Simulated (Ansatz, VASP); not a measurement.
## Ba in VASP and in Ansatz

```
CELL_PARAMETERS angstrom
-2.50650 2.50650 2.50650
2.50650 -2.50650 2.50650
2.50650 2.50650 -2.50650
ATOMIC_POSITIONS crystal
Ba 0.00000 0.00000 0.00000
```

Alike in both runs: task relaxation of cell and atoms; functional PBE; k mesh 12 × 12 × 12; occupations gaussian, width 0.1 eV; no spin polarisation.

```csv
,VASP,Ansatz
version,VASP 6.6.1,Ansatz 0.2.0
potentials or method,"VASP PAW PBE potentials, release 64 (Ba_sv)","scalar-relativistic, plane waves, PAW"
plane-wave cutoff (eV),600,420
valence electrons in the cell,10,10
```

VASP gave:

| Property | Result |
| --- | --- |
| gap on the k mesh at the Fermi level, each at its own relaxed structure (eV) | none |
| relaxed volume (Å³/atom) | 63.66 |
| relaxed cell length with the largest relative difference (Å) | 4.357 |

Question: Estimate Ansatz's values.

Answer: gap on the k mesh at the Fermi level, each at its own relaxed structure (eV): none; relaxed volume (Å³/atom): 62.99; relaxed cell length with the largest relative difference (Å): 4.341.

A gap of «none» marks a metal or a gap that the smearing closes.

Spin-orbit coupling is left out, which matters for the levels of Ba. Zero-point motion and thermal expansion aren't in these numbers. PBE usually gives volumes a little too large and moduli too small.
